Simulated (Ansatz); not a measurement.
Input, command and steps of an Ansatz relaxation.

```yaml
crystal:
  lattice:
    - [-3.1493429579, 3.28942442, 3.2894246032]
    - [3.1493429579, -3.28942442, 3.2894246032]
    - [3.1493429579, 3.28942442, -3.2894246032]
  atoms:
    - { symbol: Sn, position: [0.9999870186, 0.2499870186, 0.75] }
    - { symbol: Sn, position: [1.29814e-05, 0.7500129814, 0.25] }
    - { symbol: Sn, position: [0.5, 0.5, 0.5] }
    - { symbol: Sn, position: [0.5, 0.0, 0.0] }
    - { symbol: O, position: [0.1945648409, 0.1945744356, 0.5000095947] }
    - { symbol: O, position: [0.694577853, 0.7500130075, 0.9445648455] }
    - { symbol: O, position: [0.1945648409, 0.6945552461, 0.9999904053] }
    - { symbol: O, position: [0.305448162, 0.7500130075, 0.5554351545] }
    - { symbol: O, position: [0.694551838, 0.2499869925, 0.4445648455] }
    - { symbol: O, position: [0.305422147, 0.2499869925, 0.0554351545] }
    - { symbol: O, position: [0.8054351591, 0.3054447539, 9.5947e-06] }
    - { symbol: O, position: [0.8054351591, 0.8054255644, 0.4999904053] }
basis:
  ecutwfc: 500
kpoints:
  mp_grid: { grid: [6, 6, 6] }
hamiltonian:
  xc: r2scan
scf:
  occupations: { method: gaussian, width: 0.02 }
output:
  forces: true
  stress: true
  eigenvalues: true
  write_density: true
  write_potential: true
  elf: true
  volumetric_format: npy
relax:
  adjacent_minimum: "off"
  f_tol: 0.01
  max_steps: 30
  cell: { stress_tol: 0.1, fix: [volume] }
```

```bash
ansatz run input.yaml --threads 2 --pin off --max-ram 5120MiB --backend cpu --events-out ev --progress --plain --runs-dir out
```

These are results of DFT r2SCAN, scalar-relativistic, plane waves, PAW in Ansatz, not measurements.

The volume is held at 0.94 times that of the relaxed cell.

Of 5 frames 4 are shown, positions in Å and forces in eV/Å; the SCF threshold varies from step to step. Steps run on the plane waves of an earlier cell, with a Pulay correction in the pressure. The basis is chosen afresh for the last frame, the zero of the energies, and at times for earlier ones too; energy and pressure can step there, also at an unchanged geometry. Where two frames share a geometry here, they differ by under 2 meV/atom and 0.3 GPa.

```xyz
12
Lattice="-3.1493 3.2894 3.2894 3.1493 -3.2894 3.2894 3.1493 3.2894 -3.2894" Properties=species:S:1:pos:R:3:forces:R:3 pbc="T T T" step=1 free_energy_over_end_meV_per_atom=0.38 pressure_GPa=15.11
Sn    0.0000    4.9341    1.6446    0.0000    0.0000    0.0002
Sn    3.1493   -1.6447    1.6448    0.0000    0.0000   -0.0002
Sn    1.5747    1.6447    1.6447    0.0000    0.0000    0.0000
Sn   -1.5747    1.6447    1.6447    0.0000    0.0000    0.0000
O     1.5747    1.6447   -0.3647    0.0000    0.0000    0.1040
O     3.1493    2.9247    1.6448    0.0000    0.1040   -0.0001
O     4.7240    1.6447   -0.3647    0.0000    0.0000    0.1040
O     3.1493    0.3647    1.6448    0.0000   -0.1040   -0.0001
O     0.0000    2.9247    1.6446    0.0000    0.1040    0.0001
O     0.0000    0.3647    1.6446    0.0000   -0.1040    0.0001
O    -1.5746    1.6447    3.6541    0.0000    0.0000   -0.1040
O     1.5746    1.6447    3.6541    0.0000    0.0000   -0.1040
12
Lattice="-3.1614 3.2832 3.2832 3.1614 -3.2832 3.2832 3.1614 3.2832 -3.2832" Properties=species:S:1:pos:R:3:forces:R:3 pbc="T T T" step=2 free_energy_over_end_meV_per_atom=0.08 pressure_GPa=14.87
Sn    0.0000    4.9247    1.6415    0.0000    0.0000    0.0002
Sn    3.1614   -1.6416    1.6416    0.0000    0.0000   -0.0002
Sn    1.5807    1.6416    1.6416    0.0000    0.0000    0.0000
Sn   -1.5807    1.6416    1.6416    0.0000    0.0000    0.0000
O     1.5807    1.6416   -0.3645    0.0000    0.0000    0.0795
O     3.1614    2.9187    1.6416    0.0000    0.0795    0.0000
O     4.7420    1.6416   -0.3645    0.0000    0.0000    0.0795
O     3.1614    0.3645    1.6416    0.0000   -0.0795    0.0000
O     0.0000    2.9187    1.6415    0.0000    0.0795    0.0000
O     0.0000    0.3645    1.6415    0.0000   -0.0795    0.0000
O    -1.5806    1.6416    3.6477    0.0000    0.0000   -0.0795
O     1.5806    1.6416    3.6477    0.0000    0.0000   -0.0795
12
Lattice="-3.1627 3.2825 3.2825 3.1627 -3.2825 3.2825 3.1627 3.2825 -3.2825" Properties=species:S:1:pos:R:3:forces:R:3 pbc="T T T" step=3 free_energy_over_end_meV_per_atom=0.00 pressure_GPa=14.76
Sn    0.0000    4.9237    1.6412    0.0000    0.0000    0.0001
Sn    3.1627   -1.6412    1.6413    0.0000    0.0000   -0.0001
Sn    1.5813    1.6412    1.6412    0.0000    0.0000    0.0000
Sn   -1.5813    1.6412    1.6412    0.0000    0.0000    0.0000
O     1.5814    1.6412   -0.3612    0.0000    0.0000   -0.0165
O     3.1627    2.9212    1.6413    0.0000   -0.0165    0.0000
O     4.7440    1.6412   -0.3612    0.0000    0.0000   -0.0165
O     3.1627    0.3612    1.6413    0.0000    0.0165    0.0000
O     0.0000    2.9212    1.6412    0.0000   -0.0165    0.0000
O     0.0000    0.3612    1.6412    0.0000    0.0165    0.0000
O    -1.5813    1.6412    3.6437    0.0000    0.0000    0.0165
O     1.5813    1.6412    3.6437    0.0000    0.0000    0.0165
12
Lattice="-3.1630 3.2823 3.2823 3.1630 -3.2823 3.2823 3.1630 3.2823 -3.2823" Properties=species:S:1:pos:R:3:forces:R:3 pbc="T T T" step=5 free_energy_over_end_meV_per_atom=0.00 pressure_GPa=14.77
Sn    0.0000    4.9235    1.6411    0.0000    0.0000    0.0001
Sn    3.1630   -1.6412    1.6412    0.0000    0.0000   -0.0001
Sn    1.5815    1.6412    1.6412    0.0000    0.0000    0.0000
Sn   -1.5815    1.6412    1.6412    0.0000    0.0000    0.0000
O     1.5815    1.6412   -0.3618    0.0000    0.0000   -0.0002
O     3.1630    2.9205    1.6412    0.0000   -0.0002    0.0000
O     4.7444    1.6412   -0.3618    0.0000    0.0000   -0.0002
O     3.1630    0.3618    1.6412    0.0000    0.0002    0.0000
O     0.0000    2.9205    1.6411    0.0000   -0.0002    0.0000
O     0.0000    0.3618    1.6411    0.0000    0.0002    0.0000
O    -1.5815    1.6412    3.6442    0.0000    0.0000    0.0002
O     1.5815    1.6412    3.6442    0.0000    0.0000    0.0002
```

Time: 2.1 min on 2 threads of Arm Neoverse V2, on a shared host, peak memory 1 GiB.